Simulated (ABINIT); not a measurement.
# A GW chain in ABINIT: GaN (P6_3mc), part 3 of 3

Wanted: ground state, empty states, screening and self-energy for GaN (P6_3mc).

ABINIT 10.8.3; PBE and many-body steps on it, plane waves. Known limits of the many-body steps: not at the basis limit; no spin-orbit coupling; coarse k mesh.

So far. Step 3 (Bands along the symmetry lines): The gap is 1.995 eV, as in the run before at this level. Step 4 (Empty states on the mesh, 3×3×2 mesh, 66 bands): On this mesh the gap is 1.995 eV.

The database entry behind the starting cell differs from later determinations by our own check (about 0.3 % short, ideal inner coordinate), so it need not match the best structure at ambient conditions.

### 5. Screening, 3×3×2 mesh, 60 bands, screening to 108.8 eV

The RPA dielectric matrix is built and inverted for each q.

This step: RPA screening on PBE, plane waves, norm-conserving pseudopotentials.

File run.abi:

```
acell 3*1.0 Angstrom
rprim 
  3.179999999980 0.000000000005 0.000000000000
  -1.589999999994 2.753960784015 0.000000000000
  0.000000000000 0.000000000000 5.166000000000
ntypat 2
znucl 31 7
natom 4
typat 1 1 2 2
xred 
  0.333333333333 0.666666666667 0.000000000000
  0.666666666667 0.333333333333 0.500000000000
  0.333333333333 0.666666666667 0.375000000000
  0.666666666667 0.333333333333 0.875000000000
pp_dirpath "pseudos"
pseudos "Ga.upf, N.upf"
ecut 45
ngkpt 3 3 2
nshiftk 1
shiftk 0 0 0
kptopt 1
chksymbreak 0
istwfk *1
occopt 1
irdwfk 1
optdriver 3
nband 60
ecuteps 4
inclvkb 2
awtr 1
symchi 1
indata_prefix "in"
outdata_prefix "out"
tmpdata_prefix "tmp"
```

Command:

```sh
> OMP_NUM_THREADS=1 mpirun -n 8 abinit run.abi > log
```

Numbers of over 12 decimals in the logs are rounded to 6 here.

The program printed:

```text
.Version 10.8.3 of ABINIT. v10.8.2 released Aug 2026.

 Symmetries : space group P6_3 m c (#186); Bravais hP (primitive hexag.)
[... echo of the input left out ...]
== DATASET  1 ==================================================================
-   mpi_nproc: 8, omp_nthreads: 1 (-1 if OMP is not activated)

--- !DatasetInfo
iteration_state: {dtset: 1, }
dimensions: {natom: 4, nkpt: 6, mband: 60, nsppol: 1, nspinor: 1, nspden: 1, mpw: 4419, }
cutoff_energies: {ecut:  45.0, pawecutdg:  -1.0, }
electrons: {nelect:   5.20000000E+01, charge:   0.00000000E+00, occopt:   1.00000000E+00, tsmear:   1.00000000E-02, }

 SCREENING: Calculation of the susceptibility and dielectric matrices

 Based on a program developped by R.W. Godby, V. Olevano, G. Onida, and L. Reining.
 Incorporated in ABINIT by V. Olevano, G.-M. Rignanese, and M. Torrent.
.Using double precision arithmetic ; gwpc =  8

[... cell and pseudopotentials left out ...]
--------------------------------------------------------------------------------

 ==== K-mesh for the wavefunctions ====
 Number of points in the irreducible wedge :     6
[... list of points left out ...]
 Together with 12 symmetry operations and time-reversal symmetry
 yields    18 points in the full Brillouin Zone.

 ==== Q-mesh for the screening function ====
 Number of points in the irreducible wedge :     6
[... list of points left out ...]
 Together with 12 symmetry operations and time-reversal symmetry
 yields    18 points in the full Brillouin Zone.

 setmesh: FFT mesh size selected  =    24x   24x   40
          total number of points  =        23040

 vcoul_init : cutoff-mode = AUXILIARY_FUNCTION
 q-points for optical limit:   1
     1)      0.000010    0.000020    0.000030

- screening: taking advantage of time-reversal symmetry
- Maximum band index for partially occupied states nbvw = 26
- Remaining bands to be divided among processors   nbcw = 34
- Number of bands treated by each node ~4

 Number of electrons calculated from density =   52.0000; Expected =   52.0000
 average of density, n =  0.170321
 r_s =    1.1191
 omega_plasma =   39.8097 [eV]

 calculating chi0 at frequencies [eV] :
  1    0.000000E+00    0.000000E+00
  2    0.000000E+00    3.980974E+01

--------------------------------------------------------------------------------
  q-point number  1        q = ( 0.000000, 0.000000, 0.000000) [r.l.u.]
--------------------------------------------------------------------------------
[... chi0 elements left out ...]
 For q-point:  0.000010 0.000020 0.000030
  dielectric constant =   9.4641
  dielectric constant without local fields =  10.1255

  Average fulfillment of the sum rule on Im[epsilon] for q-point    1 :     23.26  [%]
[... wings left out ...]
  q-point number  2        q = ( 0.333333, 0.000000, 0.000000) [r.l.u.]
--------------------------------------------------------------------------------
[... chi0 elements left out ...]
  Average fulfillment of the sum rule on Im[epsilon] for q-point    2 :     27.19  [%]

 [... 4 further q-points ...]
```

Run time: 7.1 s. Hardware: 8 MPI ranks of AMD EPYC 7B13 (Zen 3), shared host; peak memory 1.3 GiB; 55 s of CPU time.

This step gave:

- ε∞ with local fields, on this mesh, along the program's q direction: 9.464
- the same without local fields: 10.13
- plasma frequency: 39.81 eV
- plane waves in the screening matrix: 111

Local fields lower ε∞ by 7 %. On a Γ-centred mesh this coarse the value itself is usually too large, while a short band sum pulls it down.

### 6. Self-energy, 3×3×2 mesh, 60 bands, screening to 108.8 eV

The self-energy is evaluated for the states that the input lists, and the levels follow from it, in one-shot runs by the linearised quasiparticle equation.

This step: G0W0 on PBE, plane waves, norm-conserving pseudopotentials.

run.abi, as its differences from that of step 5:

```diff
@@ -25,8 +25,15 @@
 irdwfk 1
-optdriver 3
+optdriver 4
 nband 60
+gwcalctyp 0
+ecutsigx 45
+symsigma 1
+nkptgw 1
+kptgw 
+  0.0000000000 0.0000000000 0.0000000000
+bdgw 
+  25 28
 ecuteps 4
-inclvkb 2
-awtr 1
-symchi 1
+irdscr 1
+ppmodel 1
 indata_prefix "in"
```

The program printed:

```text
.Version 10.8.3 of ABINIT. v10.8.2 released Aug 2026.

 Symmetries : space group P6_3 m c (#186); Bravais hP (primitive hexag.)
[... echo of the input left out ...]
== DATASET  1 ==================================================================
-   mpi_nproc: 8, omp_nthreads: 1 (-1 if OMP is not activated)

--- !DatasetInfo
iteration_state: {dtset: 1, }
dimensions: {natom: 4, nkpt: 6, mband: 60, nsppol: 1, nspinor: 1, nspden: 1, mpw: 4419, }
cutoff_energies: {ecut:  45.0, pawecutdg:  -1.0, }
electrons: {nelect:   5.20000000E+01, charge:   0.00000000E+00, occopt:   1.00000000E+00, tsmear:   1.00000000E-02, }

 SIGMA: Calculation of the GW corrections

 Based on a program developped by R.W. Godby, V. Olevano, G. Onida, and L. Reining.
 Incorporated in ABINIT by V. Olevano, G.-M. Rignanese, and M. Torrent.
.Using double precision arithmetic ; gwpc =  8

[... cell and pseudopotentials left out ...]
--------------------------------------------------------------------------------

 ==== K-mesh for the wavefunctions ====
 Number of points in the irreducible wedge :     6
[... list of points left out ...]
 Together with 12 symmetry operations and time-reversal symmetry
 yields    18 points in the full Brillouin Zone.

 ==== Q-mesh for screening function ====
 Number of points in the irreducible wedge :     6
[... list of points left out ...]
 Together with 12 symmetry operations and time-reversal symmetry
 yields    18 points in the full Brillouin Zone.

 vcoul_init : cutoff-mode = AUXILIARY_FUNCTION
 q-points for optical limit:   1
     1)      0.000010    0.000020    0.000030
 setmesh: FFT mesh size selected  =    32x   32x   60
          total number of points  =        61440

 Number of electrons calculated from density =   52.0000; Expected =   52.0000
 average of density, n =  0.170321
 r_s =    1.1191
 omega_plasma =   39.8097 [eV]

 === KS Band Gaps ===
  >>>> For spin  1
   Minimum direct gap =   1.9947 [eV], located at k-point      :   0.0000  0.0000  0.0000
   Fundamental gap    =   1.9947 [eV], Top of valence bands at :   0.0000  0.0000  0.0000
                                       Bottom of conduction at :   0.0000  0.0000  0.0000
 SIGMA fundamental parameters:
 PLASMON POLE MODEL  1
 number of plane-waves for SigmaX                 4367
 number of plane-waves for SigmaC and W            111
 number of plane-waves for wavefunctions          4367
 number of bands                                    60
 number of independent spin polarizations            1
 number of spinorial components                      1
 number of k-points in IBZ                           6
 number of q-points in IBZ                           6
 number of symmetry operations                      12
 number of k-points in BZ                           18
 number of q-points in BZ                           18
 number of frequencies for dSigma/dE                 9
 frequency step for dSigma/dE [eV]                0.25
 number of omega for Sigma on real axis              0
 max omega for Sigma on real axis  [eV]           0.00
 zcut for avoiding poles [eV]                     0.10

 EPSILON^-1 parameters (SCR file):
 dimension of the eps^-1 matrix on file            111
 dimension of the eps^-1 matrix used               111
 number of plane-waves for wavefunctions          4367
 number of bands                                    60
 number of q-points in IBZ                           6
 number of frequencies                               2
 number of real frequencies                          1
 number of imag frequencies                          1

 matrix elements of self-energy operator (all in [eV])

 Perturbative Calculation

--- !SelfEnergy_ee
iteration_state: {dtset: 1, }
kpoint     : [   0.000,    0.000,    0.000, ]
spin       : 1
KS_gap     :    1.995
QP_gap     :    2.719
Delta_QP_KS:    0.725
data: !SigmaeeData |
     Band     E0 <VxcDFT>   SigX SigC(E0)      Z dSigC/dE  Sig(E)    E-E0       E
       25   7.035 -19.170 -22.692   3.884   0.797  -0.255 -18.882   0.288   7.323
       26   7.035 -19.170 -22.692   3.884   0.797  -0.255 -18.882   0.288   7.323
       27   9.029 -14.201  -9.579  -3.389   0.822  -0.217 -13.188   1.013  10.042
       28  11.364 -13.972  -8.636  -3.862   0.830  -0.204 -12.748   1.224  12.587

== END DATASET(S) ==============================================================
================================================================================

 -outvars: echo values of variables after computation  --------
           etotal      0.0000000000E+00
            nband          60
             nkpt           6
          spgroup         186
 [... the other variables as echoed above ...]

 Calculation completed.
```

Elapsed: 3.5 s, on 8 MPI ranks; peak memory 0.88 GiB; 26 s of CPU time.

This step gave:

```yaml
g0w0_gap_on_the_points_computed: 2.719 eV
starting_gap_on_the_mesh: 1.995 eV
k_of_the_valence_top: 0, 0, 0
k_of_the_conduction_bottom: 0, 0, 0
z_at_the_valence_top: 0.797
z_at_the_conduction_bottom: 0.822
least_direct_g0w0_gap_on_the_computed_points: 2.719 eV
```

The gap on the mesh goes from 1.99 eV to 2.72 eV, a correction of +0.72 eV.

Limits: finite bands, cutoff and mesh; no spin-orbit coupling; coarse k mesh. v1 is the top filled band, c1 the lowest empty one. Levels before and after the correction, in eV, zero at the valence-band top of each column:

```
           conduction bottom  valence top
Kohn-Sham               1.99         0.00
     G0W0               2.72         0.00
```

```
             level  energy (eV)
Kohn-Sham  Γ v2-v1        0.000
Kohn-Sham     Γ c1        1.995
Kohn-Sham     Γ c2        4.329
     G0W0  Γ v2-v1        0.000
     G0W0     Γ c1        2.719
     G0W0     Γ c2        5.264
```

### 7. Where the time went

Times are wall times on the hardware named with each run, good to a factor of about two.

```
                          step   time  share  memory (GiB)
                  ground state   19 s   29 %          0.77
bands along the symmetry lines   26 s   40 %          0.73
      empty states on the mesh  8.8 s   14 %          0.46
                     screening  7.1 s   11 %           1.3
                   self-energy  3.5 s    5 %          0.88
```

### 8. Outcome

| Property | Result |
| --- | --- |
| PBE gap | 1.99 eV, direct |
| G0W0 gap on the mesh | 2.72 eV |
| GW settings | 3×3×2 mesh, 60 bands, screening to 108.8 eV, Godby-Needs plasmon pole |
| known limits | not at the basis limit; no spin-orbit coupling; coarse k mesh |

In words: G0W0 moves the gap on the mesh from 1.99 eV to 2.72 eV (+0.72 eV), with Z of 0.80 and 0.82 at the edges. Local fields lower the RPA ε∞ on this mesh from 10.13 to 9.46; a Γ-centred mesh this coarse tends to raise both, most where the direct gap is narrow, while a short band sum lowers them. Only 1 of the mesh's irreducible points was corrected, so a valley elsewhere could overtake. Bands and cutoff are finite, so the gap is not at the basis limit. The miss can reach some tenths of an eV and take either sign; the mesh is an error of its own. In the G0W0 run levels were corrected at 1 k point alone, so a gap called «on the mesh» is the least over those, and an edge elsewhere would be missed. The 3×3×2 mesh is coarse for this cell, which bears on the long-range parts of exchange and screening. The many-body steps are scalar-relativistic: spin-orbit coupling is not in them.

[Paths, hosts, dates, memory and timing lines, banners, echoed tables and standing remarks are left out of the program output.]

[Logs are printed without paths, hosts, clocks, repeated set-up lines and the standing remarks that a program may print on its own settings, such as how far it seeks lower states.]

[Runs of the session that timed out or met a known fault of the program may be left out.]

[Hosts, paths, dates, database ids (printed as entryN), source tags and the programs' standing remarks are cut or masked in the printed files.]

[G0W0 gaps are taken among the corrected bands and points alone; a level outside them can change the order at an edge.]

[Where Ansatz stands beside ABINIT at settings called matched, ABINIT's density can come from a denser mesh and the files from another edition; pairs whose starting gaps differed by over 0.03 eV were left out, so agreement reads better than it is.]
